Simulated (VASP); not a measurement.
# P (R-3m) in VASP: further runs

Runs on P. Level: PBEsol. Tasks: relaxation of cell and atoms.

Program: VASP 6.6.1. These are calculated values, not measurements. Logs are shortened: lines on timing, memory, paths and dates and some standing lists are left out, and cuts for length are marked.

## 1. The crystal as given

The structure is trigonal, space group R-3m (No. 166). The conventional cell has a = 3.451 Å, b = 3.451 Å, c = 9.389 Å, α = 90.00°, β = 90.00°, γ = 120.00°. P (site symmetry 3m) has 3 P at 2.29 Å as nearest neighbours.

This isn't the form of P at room conditions, which is orthorhombic.

## 2. Relaxation of cell and atoms, PBEsol, target pressure 6 GPa, at which the enthalpy is minimised

File INCAR:

```
SYSTEM = P
PREC = Accurate
ENCUT = 520
EDIFF = 1E-7
ISMEAR = 0
SIGMA = 0.02
LREAL = .FALSE.
LASPH = .TRUE.
NELM = 100
ALGO = Fast
ISIF = 3
LWAVE = .FALSE.
LCHARG = .FALSE.
GGA = PS
IBRION = 2
NSW = 80
EDIFFG = -0.002
PSTRESS = 60.0
```

File KPOINTS:

```
regular mesh
0
G
  12 12 12
  0 0 0
```

File POSCAR:

```
P
1.0
    1.7257251800      0.9963479000      3.1296800100
   -1.7257251800      0.9963479000      3.1296800100
    0.0000000000     -1.9926957900      3.1296800100
P
2
Direct
    0.2270802500      0.2270802500      0.2270802500
    0.7729197500      0.7729197500      0.7729197500
```

Potentials or basis: VASP PAW PBE potentials, release 64 (P).

Started as:

```
$ cat potpaw_PBE.64/P/POTCAR > POTCAR
$ mpirun -np 1 vasp_std > vasp.out
```

OUTCAR:

```text
SYSTEM = P
   PREC = Accurate
   ENCUT = 520
   EDIFF = 1E-7
   ISMEAR = 0
   LREAL = .FALSE.
   LASPH = .TRUE.
   NELM = 100
   ISIF = 3
   GGA = PS
   IBRION = 2
   NSW = 80
   EDIFFG = -0.002
   PSTRESS = 60.0

 ion  position               nearest neighbor table
   1  0.227  0.227  0.227-   2 2.29   2 2.29   2 2.29   2 2.82   2 2.82   2 2.82
   2  0.773  0.773  0.773-   1 2.29   1 2.29   1 2.29   1 2.82   1 2.82   1 2.82

  LATTYP: Found a trigonal (rhomboedric) cell.
 ALAT       =     3.7102201417
 COS(alpha) =     0.5673129373

  Lattice vectors:

 A1 = (   1.7257251800,   0.9963479000,   3.1296800100)
 A2 = (  -1.7257251800,   0.9963479000,   3.1296800100)
 A3 = (   0.0000000000,  -1.9926957900,   3.1296800100)

Analysis of symmetry for initial positions (statically):
=====================================================================
 Subroutine PRICEL returns:
 Original cell was already a primitive cell.

 Routine SETGRP: Setting up the symmetry group for a
 trigonal (rhombohedral) supercell.

 Subroutine GETGRP returns: Found 12 space group operations
 (whereof 12 operations were pure point group operations)
 out of a pool of 12 trial point group operations.

The static configuration has the point symmetry D_3d.

Analysis of symmetry for dynamics (positions and initial velocities):
=====================================================================
 Subroutine PRICEL returns:
 Original cell was already a primitive cell.

 Routine SETGRP: Setting up the symmetry group for a
 trigonal (rhombohedral) supercell.

 Subroutine GETGRP returns: Found 12 space group operations
 (whereof 12 operations were pure point group operations)
 out of a pool of 12 trial point group operations.

The dynamic configuration has the point symmetry D_3d.

 Subroutine INISYM returns: Found 12 space group operations
 (whereof 12 operations are pure point group operations),
 and found     1 'primitive' translations

----------------------------------------------------------------------------------------

                                     Primitive cell

  volume of cell :      32.2875

  direct lattice vectors                    reciprocal lattice vectors
     1.725725180  0.996347900  3.129680010     0.289733270  0.167277582  0.106507161
    -1.725725180  0.996347900  3.129680010    -0.289733270  0.167277582  0.106507161
     0.000000000 -1.992695790  3.129680010     0.000000000 -0.334555163  0.106507162

  length of vectors
     3.710220142  3.710220142  3.710220139     0.351099605  0.351099605  0.351099605

  position of ions in fractional coordinates (direct lattice)
     0.227080250  0.227080250  0.227080250
     0.772919750  0.772919750  0.772919750

  ion indices of the primitive-cell ions
   primitive index   ion index
                 1           1
                 2           2

[... 74 lines left out ...]
   NSW    =     80    number of steps for IOM
   IBRION =      2    ionic relax: 0-MD 1-quasi-New 2-CG
   NFREE  =      1    steps in history (QN), initial steepest desc. (CG)
   ISIF   =      3    stress and relaxation
   ISYM   =      2    0-nonsym 1-usesym 2-fastsym
   POTIM  = 0.5000    time-step for ionic-motion
   TEBEG  =    0.0;   TEEND  =   0.0 temperature during run
   PSTRESS=   60.0 pullay stress
   NELECT =      10.0000    total number of electrons
   NUPDOWN=      -1.0000    fix difference up-down
   EMIN   =  10.00;   EMAX   =-10.00  energy-range for DOS
   EFERMI =   0.00;   METHOD = LEGACY
   ISMEAR =     0;   SIGMA  =   0.02  broadening in eV -4-tet -1-fermi 0-gaus
   EFERMI_NEDOS =   21; number of points for ismear=-14 and -15
   IALGO  =     68    algorithm
   IMIX   =      4    mixing-type and parameters
     AMIX     =   0.40;   BMIX     =  1.00
     AMIX_MAG =   1.60;   BMIX_MAG =  1.00
  volume/ion in A,a.u.               =      16.14       108.94
  Fermi-wavevector in a.u.,A,eV,Ry     =   1.107636  2.093128 16.692396  1.226857
  Thomas-Fermi vector in A             =   2.244152
   LORBIT       =      0    0 simple, 1 ext, 2 COOP (PROOUT), +10 PAW based schemes
   GGA     = PS    functional components
   LHFCALC =     F    Hartree Fock is set to
   AEXX    =    0.0000 exact exchange contribution
   IVDW    =     0    specifies the selected vdW correction
   LEPSILON=     F    determine dielectric tensor
   LRPA    =     F    only Hartree local field effects (RPA)
 conjugate gradient relaxation of ions
 non-spin polarized calculation
 RMM-DIIS sequential band-by-band and
 Gauss-broadening in eV      SIGMA  =   0.02
  energy-cutoff  :      520.00
  volume of cell :       32.29
 maximum number of plane-waves:       886
   NGX = 13   NGY = 13   NGZ = 13

--------------------------------------- Ionic step        1  -------------------------------------------

 number of electron      10.0000000 magnetization

 Free energy of the ion-electron system (eV)
  ---------------------------------------------------
  ext. energy  EPLUGINS =         0.00000000
  ---------------------------------------------------
  free energy    TOTEN  =       -11.55500913 eV

  energy without entropy =      -11.55495365  energy(sigma->0) =      -11.55498139

 E-fermi :   8.9290     XC(G=0): -10.8710

 val. band max:        8.9281304546   @ k =   0.4167   0.4167   0.4167
 cond. band min:       8.9478386798   @ k =  -0.0833   0.5000   0.0833
 fundamental gap:      0.0197082251
 Fermi energy:         8.9289719954

 k-point     1 :       0.0000    0.0000    0.0000
  band No.  band energies     occupation
      1      -7.6204      2.00000
      2       5.3318      2.00000
      3       5.7702      2.00000
      4       6.0302      2.00000
      5       6.0302      2.00000
      6      10.2106      0.00000
      7      11.5338      0.00000
      8      11.5338      0.00000
      9      14.6920      0.00000
[... 385 lines left out ...]
  energy  without entropy=      -11.5245578258  energy(sigma->0) =      -11.52461420

  enthalpy is  TOTEN    =       -10.4233086591 eV   P V=        1.1013619135

[... ionic steps 4 to 18 ...]

--------------------------------------- Ionic step       19  -------------------------------------------

 number of electron      10.0000001 magnetization

------------------------ aborting loop because EDIFF is reached ----------------------------------------
[... 71 lines left out ...]
--------------------------------------- Ionic step       21  -------------------------------------------

 number of electron      10.0000001 magnetization

 Free energy of the ion-electron system (eV)
  ---------------------------------------------------
  ext. energy  EPLUGINS =         0.00000000
  ---------------------------------------------------
  free energy    TOTEN  =       -11.54207573 eV

  energy without entropy =      -11.54203785  energy(sigma->0) =      -11.54205679

 E-fermi :  10.6092     XC(G=0): -11.6144

 val. band max:       10.5925750342   @ k =   0.3333   0.0000  -0.0000
 cond. band min:      10.6220903168   @ k =   0.3333   0.3333   0.3333
 fundamental gap:      0.0295152826
 Fermi energy:        10.6091830497

 k-point     1 :       0.0000    0.0000    0.0000
  band No.  band energies     occupation
      1      -6.7156      2.00000
      2       8.0858      2.00000
      3       8.0858      2.00000
      4       8.2963      2.00000
      5       9.4665      2.00000
      6      14.1104      0.00000
      7      14.5489      0.00000
      8      14.5489      0.00000
      9      16.0328      0.00000
[... 309 lines left out ...]
  energy  without entropy=      -11.5420378503  energy(sigma->0) =      -11.54205679

  enthalpy is  TOTEN    =       -10.5112653392 eV   P V=        1.0308103917

 reached required accuracy - stopping structural energy minimisation
```

Wall time 4.5 min (1 thread of Intel Xeon 6975P-C (Granite Rapids), shared host); peak memory 0.2 GiB.

Results:

```
Free energy                                            : -11.5421 eV
Relaxed volume                                         : 13.76 Å³/atom
Relaxed cell                                           : a = 3.389 Å, b = 3.389 Å, c = 3.389 Å, α = 60.02°, β = 60.02°, γ = 60.02°
Space group after relaxing (to 0.05 Å)                 : R-3m (No. 166)
Energy change on relaxing (the enthalpy is what falls) : +6.5 meV/atom
Ionic steps                                            : 21
Pressure after relaxing                                : 6.0 GPa
Band gap on the k mesh                                 : none (metal or under the smearing width)
```

Step by step:
| step | energy change (eV) | largest force (eV/Å) | pressure (GPa) | volume (Å³) |
| --- | --- | --- | --- | --- |
| 1 | 0.0000 | 0.2974 | -1.82 | 32.29 |
| 2 | 0.0601 | 0.8023 | 9.61 | 28.75 |
| 3 | 0.0303 | 0.7001 | 7.05 | 29.41 |
| 4 | 0.0088 | 0.2792 | 6.84 | 28.74 |
| 5 | 0.0124 | 0.1090 | 6.67 | 28.21 |
| 6 | 0.0363 | 0.0139 | 7.65 | 27.16 |
| 7 | 0.0476 | 0.0307 | 8.34 | 26.87 |
| 8 | 0.0405 | 0.0351 | 8.01 | 27.04 |
| 9 | 0.0041 | 0.1306 | 2.99 | 27.96 |
| 10 | 0.0149 | 0.1091 | 5.19 | 27.56 |
| 11 | 0.0181 | 0.0566 | 6.08 | 27.42 |
| 12 | 0.0168 | 0.0749 | 5.85 | 27.46 |
| 13 | 0.0171 | 0.0703 | 5.90 | 27.45 |
| 14 | 0.0183 | 0.0477 | 6.41 | 27.40 |
| 15 | 0.0193 | 0.0203 | 6.72 | 27.37 |
| 16 | 0.0171 | 0.0062 | 6.52 | 27.42 |
| 17 | 0.0143 | 0.0133 | 6.24 | 27.49 |
| 18 | 0.0141 | 0.0147 | 6.22 | 27.50 |
| 19 | 0.0134 | 0.0055 | 6.09 | 27.51 |
| 20 | 0.0128 | 0.0018 | 5.98 | 27.53 |
| 21 | 0.0129 | 0.0002 | 6.00 | 27.53 |

Final structure:
```yaml
crystal:
  lattice:
    - [1.69478, 0.97848, 2.76643]
    - [-1.69478, 0.97848, 2.76643]
    - [0.00000, -1.95697, 2.76643]
  atoms:
    - { symbol: P, position: [0.24102, 0.24102, 0.24102] }
    - { symbol: P, position: [0.75898, 0.75898, 0.75898] }
```

Caveat: the cell is relaxed towards a set pressure, so the enthalpy falls and the energy may rise; the PAW data sets were made with another functional, which shifts forces and pressure a little.

## 3. Relaxation of cell and atoms, PBEsol, target pressure 6 GPa, at which the enthalpy is minimised

This run uses another cell than the first one, of 13.76 Å³/atom, 0.853 times its volume.

INCAR is that of step 2.

KPOINTS is that of step 2.

File POSCAR:

```
P                                       
1.0
    1.6947822452      0.9784829886      2.7664300042
   -1.6947822452      0.9784829886      2.7664300042
   -0.0000000000     -1.9569659651      2.7664300035
  P             
     2
Direct
     0.2410245642668590    0.2410245642668590    0.2410245642696928
     0.7589754357331410    0.7589754357331410    0.7589754357303070
```

Potentials or basis: VASP PAW PBE potentials, release 64 (P).

Started as:

```
$ cat potpaw_PBE.64/P/POTCAR > POTCAR
$ mpirun -np 1 vasp_std > vasp.out
```

Run time: 22 s. Hardware: 1 thread of Intel Xeon 6975P-C (Granite Rapids), shared host; peak memory 0.17 GiB.

The run converged. Its results:

| Item | Value |
| --- | --- |
| Free energy | -11.5412 eV |
| Pressure after relaxing | 6.0 GPa |
| Band gap on the k mesh | none (metal or under the smearing width) |

Final structure:
```yaml
crystal:
  lattice:
    - [1.69478, 0.97848, 2.76643]
    - [-1.69478, 0.97848, 2.76643]
    - [0.00000, -1.95697, 2.76643]
  atoms:
    - { symbol: P, position: [0.24102, 0.24102, 0.24102] }
    - { symbol: P, position: [0.75898, 0.75898, 0.75898] }
```

Levels at points of the mesh, in eV from the Fermi level:
```
           k point  band 2  band 3  band 4  band 5  band 6  band 7  band 8  band 9
(0.00, 0.00, 0.00)   -2.52   -2.52   -2.31   -1.14    3.50    3.94    3.94    5.43
(0.50, 0.00, 0.00)  -12.71   -2.45   -2.06   -1.10   -0.80    1.25    1.56   11.96
(0.50, 0.50, 0.00)   -9.59   -7.40   -5.82   -5.67    0.21    8.23    8.39    9.35
(0.50, 0.50, 0.50)  -12.24   -2.18   -2.18   -1.16   -1.16    0.96    1.89   11.53
```

Caveat: the relaxation stopped at its first step, so nothing moved; the cell is relaxed towards a set pressure, so the enthalpy falls and the energy may rise; the PAW data sets were made with another functional, which shifts forces and pressure a little.
